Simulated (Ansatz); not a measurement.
# H: where the heat goes in a short trajectory

Level of theory: DFT PBEsol, scalar-relativistic, plane waves, PAW in Ansatz. Cutoff 420 eV, shifted (0.5, 0.5, 0.5 steps) 2×2×2 k-points, Fermi–Dirac smearing of 0.16 eV. The mesh is coarse. No spin polarisation.

16 atoms start on the lattice sites below (V = 788.2 Å³, 1.06 times the source cell's; static pressure 0.03 GPa, largest force component 0.07 eV/Å) with velocities drawn for 1800 K; constant energy, at which the real crystal may have melted, fixed cell, 71 steps of 1 fs.

```
H
1.0
     7.31799   -7.32788    0.00000
     7.31799    7.32788    0.00000
    -7.31799    0.00000    7.34953
H
16
Direct
  0.14553 0.86726 0.64726
  0.64553 0.36726 0.64726
  0.22000 0.99827 0.35274
  0.72000 0.49827 0.35274
  0.63274 0.85447 0.85274
  0.13274 0.35447 0.85274
  0.00173 0.28000 0.14726
  0.50173 0.78000 0.14726
  0.63777 0.78703 0.78027
  0.13777 0.28703 0.78027
  0.00676 0.35750 0.21973
  0.50676 0.85750 0.21973
  0.21297 0.86223 0.71973
  0.71297 0.36223 0.71973
  0.14250 0.99324 0.28027
  0.64250 0.49324 0.28027
```

```
t (fs) T (K) kinetic energy (meV/atom) potential energy over the first frame (meV/atom) P with the kinetic part (GPa)
   0.0   1800                      218.1                                               0.0                           0.53
   5.0   1585                      192.1                                              28.3                          -0.08
  10.0   1613                      195.4                                              25.4                           0.29
  15.0   1748                      211.8                                               7.8                           0.43
  20.0   1571                      190.4                                              29.8                          -0.15
  25.0   1572                      190.5                                              31.2                           0.60
  30.0   1368                      165.8                                              55.2                           0.32
  35.0   1486                      180.0                                              39.0                           0.06
  40.0   1705                      206.6                                              12.8                           0.61
  45.0   1494                      181.0                                              40.7                           0.03
  50.0   1711                      207.3                                              11.6                           0.25
  55.0   1776                      215.2                                               2.8                           0.37
  60.0   1559                      189.0                                              31.7                          -0.03
  65.0   1649                      199.8                                              22.2                           0.50
  70.0   1618                      196.1                                              23.8                           0.18
```

T counts 3N − 3 degrees of freedom. Means over every step of the second half, not only the rows shown: T = 1634 K, kinetic energy 198.0 meV/atom, potential energy 22.1 meV/atom, P = 0.23 GPa.

Question: Does the potential energy follow equipartition for harmonic vibrations?

Answer: In a harmonic crystal each vibration holds as much potential as kinetic energy on average, here 198.0 meV/atom. The run has 22.1, a ratio of 0.11. The deficit can mean that molecules or loosely bound atoms move and turn almost freely (such motion stores little potential energy), that slow modes haven't yet taken up their share, or that the atoms found a lower arrangement than the start. At constant energy a start from the lattice sites hands about half of the kinetic energy to the potential, so T should settle near 900 K. The time step adds a little: a Verlet scheme lowers a mode's mean kinetic energy against its potential energy by the factor 1 − (ωΔt)²/4. So short a run gives a rough mean.

Question: Split the rise of pressure into the kinetic part and the rest. Can a thermal Grüneisen parameter be estimated?

Answer: The program counts the kinetic part as N k_B T/V = 0.46 GPa. The pressure lies 0.21 GPa over the static one in all, so the forces add -0.25 GPa. The potential energy lies far under its harmonic share, so slow or unstable modes may dominate and no γ is drawn.